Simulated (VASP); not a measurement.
Runs of VASP 6.6.1 on Bi. Symmetry: Fm-3m, No. 225, cubic system. The conventional cell has a = 5.031 Å, b = 5.031 Å, c = 5.031 Å, α = 90.00°, β = 90.00°, γ = 90.00°. Around Bi (site symmetry m-3m) lie 12 Bi at 3.56 Å. This isn't the form of Bi at room conditions, which is rhombohedral.

| cell | k mesh | gap on the mesh (eV) | pressure (GPa) |
| --- | --- | --- | --- |
| Fm-3m, 31.84 Å³/atom | 12 × 12 × 12 | none | 4.0 |
| Fm-3m, 35.99 Å³/atom | 12 × 12 × 12 | none | -1.5 |
| Fm-3m, 30.45 Å³/atom | 12 × 12 × 12 | none | 6.9 |
| Fm-3m, 34.6 Å³/atom | 17 × 17 × 17 | none | (a) |

Alike in all rows: task single point; level BLYP; potentials or basis VASP PAW PBE potentials, release 64 (Bi_d); no spin polarisation; cutoff (eV) 520; smearing fermi-dirac 0.1 eV.

Task: Fill in the values left out.

Result: (a) 0.0.

Caveats: the PAW data sets were made with another functional, which shifts forces and pressure a little; spin-orbit coupling is left out, which moves the levels of the heavy elements.

A k mesh can miss the band edges, and the runs leave out spin-orbit coupling on Bi.

A gap of «none» marks a metal or a gap under the smearing width.
